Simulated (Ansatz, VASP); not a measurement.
**Te in VASP and in Ansatz**

```
CELL_PARAMETERS angstrom
0.00000 3.68737 3.68737
3.68737 0.00000 3.68737
3.68737 3.68737 0.00000
ATOMIC_POSITIONS crystal
Te 0.12500 0.12500 0.12500
Te 0.87500 0.87500 0.87500
```

Alike in both runs: functional BLYP; k mesh 8 × 8 × 8; occupations fermi-dirac, width 0.1 eV; no spin polarisation.

Ansatz relaxed the structure, and its values are those at the end. VASP's run is a single point on that final structure, the one shown.

|  | VASP | Ansatz |
| --- | --- | --- |
| version | VASP 6.6.1 | Ansatz 0.2.0 |
| potentials or method | VASP PAW PBE potentials, release 64 (Te) | plane waves (420 eV) with PAW, scalar-relativistic |
| plane-wave cutoff (eV) | 520 | 420 |
| valence electrons in the cell | 12 | 32 |

```csv
,VASP,Ansatz,Ansatz less VASP
pressure (GPa),0.1,0.0,-0.08
```

The functional is the same, so the differences come from potentials, cutoffs and numerics. The two sets of potentials don't hold the same shells in valence.

Caveats: the PAW data sets were made with another functional, which shifts forces and pressure a little (VASP). Spin-orbit coupling is left out, which matters for the levels of Te.
